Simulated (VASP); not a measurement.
# SrTiO3 (Tausonite) (Pm-3m) in VASP: notebook, part 2 of 2

VASP 6.6.1.

**4. Relaxation of the atoms, PBE (a relaxed cell with its volume scaled by 0.98)**

The input, INCAR:

```
ALGO = Normal ; EDIFF = 1E-7
EDIFFG = -0.01 ; ENCUT = 300
GGA = PE ; IBRION = 2
ISIF = 2 ; ISMEAR = 0
LASPH = T ; LCHARG = F
LREAL = F ; LWAVE = F
NELM = 80 ; NSW = 40
PREC = Accurate ; SIGMA = 0.03
```

The input, KPOINTS:

```
k-points
0
Gamma
  4 4 4
```

The input, POSCAR:

```
SrTiO3                                  
1.0
    3.9057567179      0.0000000000     -0.0000000000
    0.0000000000      3.9057567179      0.0000000000
   -0.0000000000      0.0000000000      3.9057567179
  Sr              Ti              O             
     1     1     3
Direct
     0.5000000000000000    0.5000000000000000    0.5000000000000000
     0.0000000000000000    0.0000000000000000    0.0000000000000000
     0.5000000000000000    0.0000000000000000    0.0000000000000000
     0.0000000000000000    0.5000000000000000    0.0000000000000000
     0.0000000000000000    0.0000000000000000    0.5000000000000000
```

Potentials or basis: VASP PAW PBE potentials, release 64 (Sr_sv, Ti_sv, O_s).

The run is started by

```console
cat potpaw_PBE.64/Sr_sv/POTCAR potpaw_PBE.64/Ti_sv/POTCAR potpaw_PBE.64/O_s/POTCAR > POTCAR
mpirun -np 1 vasp_std > vasp.out
```

OUTCAR:

```text
EDIFF = 1E-7
   EDIFFG = -0.01
   ENCUT = 300
   GGA = PE
   IBRION = 2
   ISIF = 2
   ISMEAR = 0
   LASPH = T
   LREAL = F
   NELM = 80
   NSW = 40
   PREC = Accurate

 ion  position               nearest neighbor table
   1  0.500  0.500  0.500-   3 2.76   4 2.76   5 2.76   3 2.76   4 2.76   3 2.76   5 2.76   3 2.76
                             4 2.76   5 2.76   4 2.76   5 2.76   2 3.38   2 3.38   2 3.38   2 3.38
   2  0.000  0.000  0.000-   3 1.95   4 1.95   5 1.95   5 1.95   4 1.95   3 1.95   1 3.38   1 3.38
                             1 3.38   1 3.38   1 3.38   1 3.38   1 3.38   1 3.38
   3  0.500  0.000  0.000-   2 1.95   2 1.95   1 2.76   1 2.76   1 2.76   1 2.76
   4  0.000  0.500  0.000-   2 1.95   2 1.95   1 2.76   1 2.76   1 2.76   1 2.76
   5  0.000  0.000  0.500-   2 1.95   2 1.95   1 2.76   1 2.76   1 2.76   1 2.76

  LATTYP: Found a simple cubic cell.
 ALAT       =     3.9057567179

  Lattice vectors:

 A1 = (   3.9057567179,   0.0000000000,   0.0000000000)
 A2 = (   0.0000000000,   3.9057567179,   0.0000000000)
 A3 = (   0.0000000000,   0.0000000000,   3.9057567179)

Analysis of symmetry for initial positions (statically):
=====================================================================
 Subroutine PRICEL returns:
 Original cell was already a primitive cell.

 Routine SETGRP: Setting up the symmetry group for a
 simple cubic supercell.

 Subroutine GETGRP returns: Found 48 space group operations
 (whereof 48 operations were pure point group operations)
 out of a pool of 48 trial point group operations.

The static configuration has the point symmetry O_h .

Analysis of symmetry for dynamics (positions and initial velocities):
=====================================================================
 Subroutine PRICEL returns:
 Original cell was already a primitive cell.

 Routine SETGRP: Setting up the symmetry group for a
 simple cubic supercell.

 Subroutine GETGRP returns: Found 48 space group operations
 (whereof 48 operations were pure point group operations)
[... 117 lines left out ...]
   LORBIT       =      0    0 simple, 1 ext, 2 COOP (PROOUT), +10 PAW based schemes
   GGA     = PE    functional components
   LHFCALC =     F    Hartree Fock is set to
   AEXX    =    0.0000 exact exchange contribution
   IVDW    =     0    specifies the selected vdW correction
   LEPSILON=     F    determine dielectric tensor
   LRPA    =     F    only Hartree local field effects (RPA)
 conjugate gradient relaxation of ions
 non-spin polarized calculation
 Gauss-broadening in eV      SIGMA  =   0.03
  energy-cutoff  :      300.00
  volume of cell :       59.58
 maximum number of plane-waves:       739
 NGX is ok and might be reduce to    24
   NGX = 11   NGY = 11   NGZ = 11

 number of electron      39.9999933 magnetization

 Free energy of the ion-electron system (eV)
  ---------------------------------------------------
  ext. energy  EPLUGINS =         0.00000000
  ---------------------------------------------------
  free energy    TOTEN  =       -40.04086855 eV

  energy without entropy =      -40.04086855  energy(sigma->0) =      -40.04086855

 E-fermi :   4.6289     XC(G=0): -11.2743

 val. band max:        4.4571983936   @ k =   0.5000   0.5000   0.5000
 cond. band min:       6.2901630309   @ k =   0.0000   0.0000   0.0000
 fundamental gap:      1.8329646373
 Fermi energy:         4.6288987985

 k-point     1 :       0.0000    0.0000    0.0000
  band No.  band energies     occupation
      1     -52.0061      2.00000
      2     -28.3392      2.00000
      3     -28.2854      2.00000
      4     -28.2854      2.00000
      5     -28.2854      2.00000
      6     -12.9526      2.00000
[... 259 lines left out ...]
     23       8.8894      0.00000
     24      11.3972      0.00000

------------------------ aborting loop because EDIFF is reached ----------------------------------------

  FORCE on cell =-STRESS in cart. coord.  units (eV):
  Direction    XX          YY          ZZ          XY          YZ          ZX
  --------------------------------------------------------------------------------------
  -------------------------------------------------------------------------------------
  Total        1.4034727      1.4034727      1.4034727      0.0000000     -0.0000000      0.0000000
  in kB       37.7397478     37.7397478     37.7397478      0.0000000     -0.0000000      0.0000000
  external PRESSURE =      37.7397478 kB  Pullay stress =       0.0000000 kB

 VOLUME and BASIS-vectors are now :
 -----------------------------------------------------------------------------
  energy-cutoff  :      300.00
  volume of cell :       59.58
      direct lattice vectors                 reciprocal lattice vectors
     3.905756718  0.000000000  0.000000000     0.256032332  0.000000000  0.000000000
     0.000000000  3.905756718  0.000000000     0.000000000  0.256032332  0.000000000
     0.000000000  0.000000000  3.905756718     0.000000000  0.000000000  0.256032332

 POSITION                                       TOTAL-FORCE (eV/Angst)
 -----------------------------------------------------------------------------------
      1.95288      1.95288      1.95288         0.000000      0.000000      0.000000
      0.00000      0.00000      0.00000         0.000000      0.000000      0.000000
      1.95288      0.00000      0.00000         0.000000      0.000000      0.000000
      0.00000      1.95288      0.00000         0.000000      0.000000      0.000000
      0.00000      0.00000      1.95288         0.000000      0.000000      0.000000
 -----------------------------------------------------------------------------------
    total drift:                                0.000000      0.000000     -0.000000

  FREE ENERGIE OF THE ION-ELECTRON SYSTEM (eV)
  ---------------------------------------------------
  free  energy   TOTEN  =       -40.0408685524 eV

  energy  without entropy=      -40.0408685524  energy(sigma->0) =      -40.04086855

 reached required accuracy - stopping structural energy minimisation
```

Run time: 8 s. Hardware: 1 thread of Intel Xeon Platinum 8488C (Sapphire Rapids), shared host; peak memory 0.13 GiB.

Results:

- Free energy: -40.0409 eV
- Band gap on the k mesh: 1.83 eV, indirect (least direct gap 2.20 eV)

Final structure:
```cif
data_structure
_symmetry_space_group_name_H-M 'P 1'
_symmetry_Int_Tables_number 1
_cell_length_a 3.9058
_cell_length_b 3.9058
_cell_length_c 3.9058
_cell_angle_alpha 90.000
_cell_angle_beta 90.000
_cell_angle_gamma 90.000
_cell_volume 59.58
loop_
_atom_site_label
_atom_site_type_symbol
_atom_site_fract_x
_atom_site_fract_y
_atom_site_fract_z
_atom_site_occupancy
Sr1 Sr 0.50000 0.50000 0.50000 1
Ti1 Ti 0.00000 0.00000 0.00000 1
O1 O 0.50000 0.00000 0.00000 1
O2 O 0.00000 0.50000 0.00000 1
O3 O 0.00000 0.00000 0.50000 1
```

Levels at points of the mesh, in eV from the valence-band top:
```csv
k point,band 18,band 19,band 20,band 21,band 22,band 23
"(0.00, 0.00, 0.00)",-0.37,-0.37,-0.37,1.83,1.83,1.83
"(0.50, 0.00, 0.00)",-1.99,-0.74,-0.74,2.00,3.76,3.76
"(0.50, 0.50, 0.00)",-1.57,-1.57,-0.09,3.76,3.76,4.21
"(0.50, 0.50, 0.50)",0.00,0.00,0.00,4.43,4.43,4.43
```

Caveat: the cutoff is under 1.25 times the usual one of these potentials, so pressure, stress and relaxed cells hold a basis-set (Pulay) error; the relaxation stopped at its first step, so nothing moved.

**5. Relaxation of the atoms, PBE**

INCAR is that of step 4.

KPOINTS is that of step 4.

Changes to POSCAR since step 4:

```diff
@@ -2,5 +2,5 @@
 1.0
-    3.9057567179      0.0000000000     -0.0000000000
-    0.0000000000      3.9057567179      0.0000000000
-   -0.0000000000      0.0000000000      3.9057567179
+    3.9321477666      0.0000000000     -0.0000000000
+    0.0000000000      3.9321477666      0.0000000000
+   -0.0000000000      0.0000000000      3.9321477666
   Sr              Ti              O
```

The run is started by

```console
cat potpaw_PBE.64/Sr_sv/POTCAR potpaw_PBE.64/Ti_sv/POTCAR potpaw_PBE.64/O_s/POTCAR > POTCAR
mpirun -np 1 vasp_std > vasp.out
```

Run time: 8 s. Hardware: 1 thread of Intel Xeon Platinum 8488C (Sapphire Rapids), shared host; peak memory 0.13 GiB.

The run converged. Its results:

- Free energy: -40.0687 eV
- Band gap on the k mesh: 1.80 eV, indirect (least direct gap 2.17 eV)

Final structure:
```cif
data_structure
_symmetry_space_group_name_H-M 'P 1'
_symmetry_Int_Tables_number 1
_cell_length_a 3.9321
_cell_length_b 3.9321
_cell_length_c 3.9321
_cell_angle_alpha 90.000
_cell_angle_beta 90.000
_cell_angle_gamma 90.000
_cell_volume 60.80
loop_
_atom_site_label
_atom_site_type_symbol
_atom_site_fract_x
_atom_site_fract_y
_atom_site_fract_z
_atom_site_occupancy
Sr1 Sr 0.50000 0.50000 0.50000 1
Ti1 Ti 0.00000 0.00000 0.00000 1
O1 O 0.50000 0.00000 0.00000 1
O2 O 0.00000 0.50000 0.00000 1
O3 O 0.00000 0.00000 0.50000 1
```

Levels at points of the mesh, in eV from the valence-band top:
```csv
k point,band 17,band 18,band 19,band 20,band 21,band 22,band 23,band 24
"(0.00, 0.00, 0.00)",-1.14,-0.38,-0.38,-0.38,1.80,1.80,1.80,4.14
"(0.50, 0.00, 0.00)",-2.31,-1.92,-0.74,-0.74,1.96,3.65,3.65,4.15
"(0.50, 0.50, 0.00)",-1.75,-1.55,-1.55,-0.09,3.66,3.66,4.10,5.10
"(0.50, 0.50, 0.50)",-3.68,0.00,0.00,0.00,4.31,4.31,4.31,6.86
```

Caveat: the cutoff is under 1.25 times the usual one of these potentials, so pressure, stress and relaxed cells hold a basis-set (Pulay) error; the relaxation stopped at its first step, so nothing moved. A k mesh can miss the band edges.

**6. Summary**

| cell | gap on the mesh (eV) |
| --- | --- |
| atoms relaxed from: a relaxed cell with its volume scaled by 0.94 | 1.91 |
| atoms relaxed from: a relaxed cell with its volume scaled by 0.96 | 1.87 |
| atoms relaxed from: a relaxed cell with its volume scaled by 0.98 | 1.83 |
| atoms relaxed | 1.80 |

Alike in all rows: task relaxation of the atoms; level PBE; potentials or basis VASP PAW PBE potentials, release 64 (Sr_sv, Ti_sv, O_s); no spin polarisation; k mesh 4 × 4 × 4; cutoff (eV) 300; smearing gaussian 0.03 eV.

Caveats: the cutoff is under 1.25 times the usual one of these potentials, so pressure, stress and relaxed cells hold a basis-set (Pulay) error; the relaxation stopped at its first step, so nothing moved.

Absolute energies hang on the potentials; compare differences alone.
